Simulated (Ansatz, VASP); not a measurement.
**One calculation of Ta, two programs**

```
Ta
1.0
    -1.65951    1.65951    1.65951
     1.65951   -1.65951    1.65951
     1.65951    1.65951   -1.65951
Ta
1
Direct
  0.00000 0.00000 0.00000
```

Alike in both runs: functional PBE; k mesh 14 × 14 × 14; occupations gaussian, width 0.1 eV; no spin polarisation.

Ansatz relaxed the structure, and its values are those at the end. VASP's run is a single point on that final structure, the one shown.

```csv
,VASP,Ansatz
version,VASP 6.6.1,Ansatz 0.2.0
potentials or method,"VASP PAW PBE potentials, release 64 (Ta_pv)","scalar-relativistic, plane waves, PAW"
plane-wave cutoff (eV),520,420
valence electrons in the cell,11,13
```

```tsv
	VASP	Ansatz	Ansatz less VASP
gap on the k mesh at the Fermi level (eV)	none	none	-
pressure (GPa)	0.1	0.0	-0.07
```

A gap of «none» marks a metal or a gap that the smearing closes. The two sets of potentials don't hold the same shells in valence.

The runs have no spin-orbit coupling, so splittings on Ta are missing.
